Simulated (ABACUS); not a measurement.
# MoS2 (R3m) in ABACUS: single point with PBE

Aim: the single point of MoS2 with PBE.

Program: ABACUS 3.10.1. These are calculated values, not measurements. Logs are shortened: lines on timing, memory, paths and dates and some standing lists are left out, and cuts for length are marked.

## Step 1: The structure

Symmetry: R3m, No. 160, trigonal system. The conventional cell has a = 3.160 Å, b = 3.160 Å, c = 18.450 Å, α = 90.00°, β = 90.00°, γ = 120.00°. Mo (site symmetry 3m) has 6 S at 2.39 Å as nearest neighbours. S (site symmetry 3m) is surrounded by 3 Mo at 2.39 Å. S (site symmetry 3m) has 3 Mo at 2.39 Å as nearest neighbours.

Measurements of this composition are mostly on another form, of space group No. 194.

## Step 2: Single point, PBE

File INPUT:

```
INPUT_PARAMETERS
suffix              MoS2
calculation         scf
basis_type          lcao
pseudo_dir          ./
orbital_dir         ./
symmetry            1
dft_functional      pbe
ecutwfc             100
pseudo_rcut         10
nspin               1
nbands              17
ks_solver           genelpa
smearing_method     fd
smearing_sigma      0.00367493
scf_thr             1e-07
scf_nmax            100
mixing_type         broyden
mixing_beta         0.7
cal_force           1
cal_stress          1
out_mul             1
```

File STRU:

```
ATOMIC_SPECIES
Mo 95.9500 Mo.upf
S 32.0600 S.upf

NUMERICAL_ORBITAL
Mo_confined-atom_7au_4s3p3d1f.orb
S_confined-atom_7au_3s3p2d1f.orb

LATTICE_CONSTANT
1.8897261246

LATTICE_VECTORS
1.5800000000 0.9122134253 6.1500000000
-1.5800000000 0.9122134253 6.1500000000
0.0000000000 -1.8244268506 6.1500000000

ATOMIC_POSITIONS
Direct

Mo
0.0
1
0.0000000000 0.0000000000 0.0000000000 1 1 1

S
0.0
2
0.4170000000 0.4170000000 0.4170000000 1 1 1
0.2500000000 0.2500000000 0.2500000000 1 1 1
```

File KPT:

```
K_POINTS
0
Gamma
10 10 10 0 0 0
```

Potentials or basis: PseudoDojo NC SR 0.4.1 PBE standard, TZDP LCAO (the cutoffs set its grid).

On the command line:

```
$ OMP_NUM_THREADS=1 mpirun -np 4 abacus > log
```

running log:

```text
ABACUS v3.10.1

               Atomic-orbital Based Ab-initio Computation at UStc

 ------------------------------------------------------------------------------------

 READING GENERAL INFORMATION
                           global_out_dir = OUT.MoS2/
                           global_in_card = INPUT
                               pseudo_dir = ./
                              orbital_dir = ./
                                    DSIZE = 4
                                    GSIZE = 1

 READING UNITCELL INFORMATION
                                    ntype = 2
                  lattice constant (Bohr) = 1.88973
              lattice constant (Angstrom) = 1

 READING ATOM TYPE 1
                               atom label = Mo
                      L=0, number of zeta = 4
                      L=1, number of zeta = 3
                      L=2, number of zeta = 3
                      L=3, number of zeta = 1
             number of atom for this type = 1

 READING ATOM TYPE 2
                               atom label = S
                      L=0, number of zeta = 3
                      L=1, number of zeta = 3
                      L=2, number of zeta = 2
                      L=3, number of zeta = 1
             number of atom for this type = 2

                        TOTAL ATOM NUMBER = 3
DIRECT COORDINATES
    atom                   x                   y                   z     mag                  vx                  vy                  vz
taud_Mo1            0.0000000000        0.0000000000        0.0000000000  0.0000        0.0000000000        0.0000000000        0.0000000000
taud_S1            0.4170000000        0.4170000000        0.4170000000  0.0000        0.0000000000        0.0000000000        0.0000000000
taud_S2            0.2500000000        0.2500000000        0.2500000000  0.0000        0.0000000000        0.0000000000        0.0000000000

                          Volume (Bohr^3) = 358.903
                             Volume (A^3) = 53.1838

 Lattice vectors: (Cartesian coordinate: in unit of a_0)
                +1.58           +0.912213               +6.15
                -1.58           +0.912213               +6.15
                   +0            -1.82443               +6.15
 Reciprocal vectors: (Cartesian coordinate: in unit of 2 pi/a_0)
            +0.316456           +0.182706          +0.0542005
            -0.316456           +0.182706          +0.0542005
                   +0           -0.365412          +0.0542005
 The esolver type has been set to : ksdft_lcao

                PAO radial cut off (Bohr) = 10

 Read in pseudopotential file is Mo.upf
                     pseudopotential type = NC
          exchange-correlation functional = PBE
                 nonlocal core correction = 1
                        valence electrons = 14
                                     lmax = 2
                           number of zeta = 4
                     number of projectors = 6
                           L of projector = 0
[... 5 lines left out ...]
                PAO radial cut off (Bohr) = 10

 Read in pseudopotential file is S.upf
                     pseudopotential type = NC
          exchange-correlation functional = PBE
                 nonlocal core correction = 1
                        valence electrons = 6
                                     lmax = 2
                           number of zeta = 2
                     number of projectors = 6
                           L of projector = 0
                           L of projector = 0
                           L of projector = 1
                           L of projector = 1
                           L of projector = 2
                           L of projector = 2
     initial pseudo atomic orbital number = 18

 SETUP THE ELECTRONS NUMBER
            electron number of element Mo = 14
      total electron number of element Mo = 14
             electron number of element S = 6
       total electron number of element S = 12
            AUTOSET number of electrons:  = 26
                           occupied bands = 13
                                   NLOCAL = 93
                                   NBANDS = 17
                                   NBANDS = 17
                                   NLOCAL = 93

%%%%%%%%%%%%%%%%%%%%%%%%%%%%%%%%%%%%%%%%%%%%%%%%%%%%%%%%%%%%%%%%%%%%%%%%%%%%%%%%%%%%%%%%%%%%%%%%%%%%%%%%%%
 Warning: the number of valence electrons in pseudopotential > 6 for Mo: [Kr] 4d5 5s1
 Pseudopotentials with additional electrons can yield (more) accurate outcomes, but may be less efficient.
 If you're confident that your chosen pseudopotential is appropriate, you can safely ignore this warning.
%%%%%%%%%%%%%%%%%%%%%%%%%%%%%%%%%%%%%%%%%%%%%%%%%%%%%%%%%%%%%%%%%%%%%%%%%%%%%%%%%%%%%%%%%%%%%%%%%%%%%%%%%%

 SETUP THE PLANE WAVE BASIS
 energy cutoff for charge/potential (unit:Ry) = 400
            fft grid for charge/potential = [ 80, 80, 80 ]
[... 88 lines left out ...]
                       right hand lattice = 1
                        ROTATION MATRICES = 12
                               nkstot_ibz = 116
K-POINTS REDUCTION ACCORDING TO SYMMETRY
     IBZ    DIRECT_X    DIRECT_Y    DIRECT_Z  WEIGHT  ibz2bz
       1  0.00000000  0.00000000  0.00000000  0.0010       0
       2  0.10000000  0.00000000  0.00000000  0.0060       1
       3  0.20000000  0.00000000  0.00000000  0.0060       2
       4  0.30000000  0.00000000  0.00000000  0.0060       3
       5  0.40000000  0.00000000  0.00000000  0.0060       4
       6  0.50000000  0.00000000  0.00000000  0.0030       5
[... 22 lines left out ...]
      29  0.50000000  0.40000000  0.00000000  0.0120      45
      30 -0.40000000  0.40000000  0.00000000  0.0060      46
[... 86 further k points ...]

                               nkstot now = 116
[... K-POINTS DIRECT COORDINATES: 116 rows ...]

           k-point number in this process = 116
       minimum distributed K point number = 116
[... stars of the k points ...]

[... K-POINTS CARTESIAN COORDINATES: 116 rows ...]

[... K-POINTS DIRECT COORDINATES: 116 rows ...]

 SETUP PLANE WAVES FOR WAVE FUNCTIONS
     energy cutoff for wavefunc (unit:Ry) = 100
              fft grid for wave functions = [ 80, 80, 80 ]
                    number of plane waves = 8171
                         number of sticks = 687

 PARALLEL PW FOR WAVE FUNCTIONS
     PROC   COLUMNS(POT)             PW
        1            172           2043
        2            172           2043
        3            171           2042
        4            172           2043
 --------------- sum -------------------
        4            687           8171

 SET NONLOCAL PSEUDOPOTENTIAL PROJECTORS
 SET NONLOCAL PSEUDOPOTENTIAL PROJECTORS
 max number of nonlocal projetors among all species is 6

 -------------------------------------------
 SELF-CONSISTENT
 -------------------------------------------

 SETUP SEARCHING RADIUS FOR PROGRAM TO SEARCH ADJACENT ATOMS
                  longest orb rcut (Bohr) = 7
   longest nonlocal projector rcut (Bohr) = 1.66
                     search radius (Bohr) = 17.3
              searching radius is (Bohr)) = 17.3
         searching radius unit is (Bohr)) = 1.89
                         PeriodicBoundary = 1
                        Radius(unit:lat0) = 9.17
                                   glayer = [ 5, 5, 5 ]
                             glayer_minus = [ 4, 4, 4 ]

Find the coordinate range of the input atom(unit:lat0).
                                  min_tau = [ -12.6, -14.6, -73.8 ]
                                  max_tau = [ 12.6, 14.6, 81.5 ]
                                BoxNumber = [ 9, 9, 9 ]

 SETUP EXTENDED REAL SPACE GRID FOR GRID INTEGRATION
                          real space grid = [ 80, 80, 80 ]
                 big cell numbers in grid = [ 20, 20, 20 ]
             meshcell numbers in big cell = [ 4, 4, 4 ]
                        extended fft grid = [ 28, 28, 28 ]
                dimension of extened grid = [ 77, 77, 77 ]
                            UnitCellTotal = 125
              Atom number in sub-FFT-grid = 3
    Local orbitals number in sub-FFT-grid = 93
                                ParaV.nnr = 75547
                                 init_chg = atomic

 LCAO ALGORITHM --------------- ION=   1  ELEC=   1--------------------------------

 Density error is 0.102512288946
----------------------------------------------------------
     Energy           Rydberg                 eV
----------------------------------------------------------
 E_KohnSham     -184.6841994466      -2512.7574430428
 E_Harris       -190.5607333244      -2592.7117882708
 E_Fermi        0.8954250387         12.1828826576
----------------------------------------------------------
[... 113 lines left out ...]
 Density error is 2.80709301706e-08
----------------------------------------------------------
     Energy           Rydberg                 eV
----------------------------------------------------------
 E_KohnSham     -184.8860610799      -2515.5039114632
 E_KS(sigma->0) -184.8860610428      -2515.5039109583
 E_Harris       -184.8860595272      -2515.5038903365
 E_band         -11.1847952775       -152.1769467374
 E_one_elec     -87.5268573641       -1190.8639881855
 E_Hartree      55.0130108206        748.4904112957
 E_xc           -33.4218174674       -454.7271550723
 E_Ewald        -118.9503969948      -1618.4031784913
 E_entropy(-TS) -0.0000000742        -0.0000010098
 E_descf        0.0000000000         0.0000000000
 E_exx          0.0000000000         0.0000000000
 E_Fermi        0.8531621936         11.6078671509
----------------------------------------------------------

 charge density convergence is achieved
 final etot is -2515.5039115 eV
 EFERMI = 11.607867151 eV

 STATE ENERGY(eV) AND OCCUPATIONS    NSPIN == 1
 1/116 kpoint (Cartesian) = 0.0000 0.0000 0.0000 (1534 pws)
       1       -50.4396     0.00200000
       2       -24.5974     0.00200000
       3       -24.3671     0.00200000
       4       -24.3671     0.00200000
       5       -3.94771     0.00200000
       6       -2.22802     0.00200000
[... 9 lines left out ...]
      16        13.6313    5.31379e-21
[... 82 lines left out ...]
       4       -24.4604     0.00600000
       5       -1.93385     0.00600000
       6       -1.65340     0.00600000
[... 9 lines left out ...]
      16        14.6489    2.31139e-29
      17        14.6706    1.49837e-29

[... levels at 110 further k points ...]

 correction force for each atom along direction 1 is 0.0659850
 correction force for each atom along direction 2 is -0.000734371
 correction force for each atom along direction 3 is 3.76003e-07
------------------------------------------------------------------------------------------
 TOTAL-FORCE (eV/Angstrom)
------------------------------------------------------------------------------------------
                       Mo1         0.0000000000         0.0000000000         0.0873042256
                        S1         0.0000000000         0.0000000000         0.5252460044
                        S2         0.0000000000         0.0000000000        -0.6125502300
------------------------------------------------------------------------------------------

----------------------------------------------------------------
 TOTAL-STRESS (KBAR)
----------------------------------------------------------------
        49.7605975869        -0.0000000000         0.0000000000
         0.0000000000        49.7605975891         0.0000000000
        -0.0000000000        -0.0000000000        77.1209410873
----------------------------------------------------------------
 TOTAL-PRESSURE: 58.880712 KBAR

 --------------------------------------------
 !FINAL_ETOT_IS -2515.5039114632213568 eV
 --------------------------------------------
```

It took 57 s on 4 MPI ranks of Intel Xeon at 2.80GHz (Skylake/Cascade Lake), shared host; peak memory 0.68 GiB.

What came out:

```
Free energy            : -2515.5039 eV
Pressure               : 5.9 GPa
Largest force          : 0.613 eV/Å
Band gap on the k mesh : 0.95 eV, indirect (least direct gap 1.95 eV)
Mulliken charges       : Mo +0.75; S -0.38, -0.37 e
```

Forces in eV/Å, atoms in the order of the input:
```
Mo   0.000  0.000  0.087
S    0.000  0.000  0.525
S    0.000  0.000 -0.613
```

Levels at points of the mesh, in eV from the valence-band top:
```csv
k point,band 11,band 12,band 13,band 14,band 15,band 16
"(0.00, 0.00, 0.00)",-2.36,-1.26,-1.17,2.01,2.01,2.44
"(0.50, 0.00, 0.00)",-2.36,-1.68,-1.49,1.57,2.00,3.46
"(0.50, 0.50, 0.00)",-2.92,-1.86,-1.32,1.52,2.12,3.00
"(0.50, 0.50, 0.50)",-2.33,-2.33,0.00,2.11,2.11,2.31
```

Caveat: the atomic orbitals were generated for these runs and aren't a published set; Mulliken charges move with the basis; the basis of atomic orbitals isn't converged, which shifts pressures, moduli and gaps.
